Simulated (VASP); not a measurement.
The system is CaO.

```xyz
2
Lattice="0.0000 2.4660 2.4660 2.4660 0.0000 2.4660 2.4660 2.4660 0.0000" Properties=species:S:1:pos:R:3 pbc="T T T"
Ca    0.0000    0.0000    0.0000
O     2.4660    2.4660    2.4660
```

The cell is a database's computed one.

The cell isn't the ideal one: volume scaled by 1.08.

- Program: VASP 6.6.1
- Task: relaxation of cell and atoms
- Functional: PBEsol
- Potentials or basis: VASP PAW PBE potentials, release 64 (Ca_sv_GW, O_GW)
- Cutoff: 630 eV
- k mesh: 10 × 10 × 10
- Occupations: fermi-dirac, width 0.1 eV
- Spin: no spin polarisation

At the start: pressure -9.7 GPa; volume 15.00 Å³/atom.

How do energy, volume and symmetry change on relaxing?

Over 7 steps the energy falls by 48.9 meV/atom and the volume is 13.50 Å³/atom (-10.0 %); space group Fm-3m (No. 225, to 0.05 Å).

The path:
```
step  energy change (eV)  largest force (eV/Å)  pressure (GPa)  volume (Å³)
   1              0.0000                0.0000           -9.75        29.99
   2             -0.0322                0.0000           -8.25        29.41
   3             -0.0966                0.0000            1.25        26.73
   4             -0.0977                0.0000           -0.23        27.04
   5             -0.0977                0.0000            0.16        26.99
   6             -0.0977                0.0000           -0.10        27.01
   7             -0.0977                0.0000           -0.06        27.00
```

Final structure:
```xyz
2
Lattice="0.0000 2.3812 2.3812 2.3812 0.0000 2.3812 2.3812 2.3812 0.0000" Properties=species:S:1:pos:R:3 pbc="T T T"
Ca    0.0000    0.0000    0.0000
O     2.3812    2.3812    2.3812
```

Caveat: the PAW data sets were made with another functional, which shifts forces and pressure a little.
